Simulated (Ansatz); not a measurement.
SiO2 in Ansatz: the effect of functional

The system is SiO2.

```
Si O
1.0
    -2.83790    2.83790    5.66021
     2.83790   -2.83790    5.66021
     2.83790    2.83790   -5.66021
Si O
4 8
Direct
  0.87500 0.26362 0.88862
  0.01362 0.62500 0.88862
  0.73638 0.12500 0.11138
  0.37500 0.98638 0.11138
  0.63373 0.13373 0.50000
  0.46788 0.96788 0.93575
  0.03212 0.53212 0.06425
  0.11627 0.11627 0.00000
  0.88373 0.88373 0.00000
  0.86627 0.36627 0.50000
  0.28212 0.71788 0.00000
  0.71788 0.28212 0.00000
```

The cell comes from a database or a generator and needn't be the stable form of this composition.

Alike in all runs:

```yaml
Program: Ansatz 0.2.0
Task: band structure
Potentials_or_basis: Ansatz PAW
k_mesh: 7 × 7 × 7
Occupations: fermi-dirac, width 0.05 eV
Spin: no spin polarisation
```

One run gave: gap on the mesh 4.82 eV; pressure -2.3 GPa; largest force 0.19 eV/Å. Which functional did it use?
A. PBEsol
B. LDA
C. r2SCAN

A.

| functional | cutoff | gap on the mesh (eV) | pressure (GPa) | largest force (eV/Å) |
| --- | --- | --- | --- | --- |
| LDA | 420 eV (not typed: the program's choice for these potentials) | 4.66 | -5.9 | 0.54 |
| PBEsol | 420 eV (not typed: the program's choice for these potentials) | 4.82 | -2.3 | 0.19 |
| r2SCAN | 500 eV (not typed: the program's choice for these potentials) | 5.46 | -4.4 | 0.45 |

Caveats: the PAW data sets come from PBE, with cores solved anew for the run's functional, which leaves a small shift of forces and pressure.

Runs at the PBE level aren't shown here.
